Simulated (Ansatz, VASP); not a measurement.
# Two plane-wave programs on Se

INCAR

```
SYSTEM = Se
PREC = Accurate
ENCUT = 520
EDIFF = 1E-7
ISMEAR = -1
SIGMA = 0.05
LREAL = .FALSE.
LASPH = .TRUE.
NELM = 80
ALGO = Normal
ISIF = 2
LWAVE = .FALSE.
LCHARG = .FALSE.
GGA = PE
NBANDS = 16
```

Contents of KPOINTS:

```
Automatic mesh
0
G
  7 7 6
  0 0 0
```

POSCAR

```
Se
1.0
    4.2963091359      0.0000000000      0.0000000000
   -2.1481545680      3.7207128542      0.0000000000
    0.0000000000      0.0000000000      4.8825573405
Se
3
Direct
    0.7830000000      0.7830000000      0.5000000000
    0.0000000000      0.2170000000      0.8333333333
    0.2170000000      0.0000000000      0.1666666667
```

The input input.yaml:

```yaml
crystal:
  lattice:
    - [4.2963091359, 0.0, 0.0]
    - [-2.148154568, 3.7207128542, 0.0]
    - [0.0, 0.0, 4.8825573405]
  atoms:
    - { symbol: Se, position: [0.783, 0.783, 0.5] }
    - { symbol: Se, position: [0.0, 0.217, 0.8333333333] }
    - { symbol: Se, position: [0.217, 0.0, 0.1666666667] }
hamiltonian:
  xc: pbe
  pseudopotentials: { kind: paw }
kpoints:
  mp_grid: { grid: [7, 7, 6] }
scf:
  occupations: { method: fermi_dirac, width: 0.05 }
output:
  forces: true
  stress: true
  eigenvalues: true
  write_density: true
  write_potential: true
  elf: true
  volumetric_format: npy
```

Change from the starting cell: volume scaled by 0.96.

Alike in both runs: task single point; functional PBE; k mesh 7 × 7 × 6; occupations fermi-dirac, width 0.05 eV; no spin polarisation.

|  | VASP | Ansatz |
| --- | --- | --- |
| version | VASP 6.6.1 | Ansatz 0.2.0 |
| potentials or method | VASP PAW PBE potentials, release 64 (Se) | Ansatz PAW |
| plane-wave cutoff (eV) | 520 | 420 |
| valence electrons in the cell | 18 | 48 |

Ansatz gave:

```
gap on the k mesh at the Fermi level (eV)       : 1.21
least direct gap on the mesh (eV)               : 1.44
pressure (GPa)                                  : 8.6
largest component of the traceless stress (GPa) : 3.13
rms of the force components (eV/Å)              : 0.966
```

What did VASP give for the same quantities?

gap on the k mesh at the Fermi level (eV): 1.20; least direct gap on the mesh (eV): 1.42; pressure (GPa): 8.8; largest component of the traceless stress (GPa): 3.22; rms of the force components (eV/Å): 0.998.

Atom by atom the forces differ by 0.031 eV/Å (rms over components). The two sets of potentials don't hold the same shells in valence.

Caveats: forces of over 1 eV/Å show positions far from the minimum, so gaps and moduli don't describe the material at rest; an odd mesh through Γ misses points on the zone boundary, where band edges often lie (VASP); odd divisions of the mesh miss points on the zone boundary, where band edges often lie, so the gap on the mesh can be too wide (Ansatz).
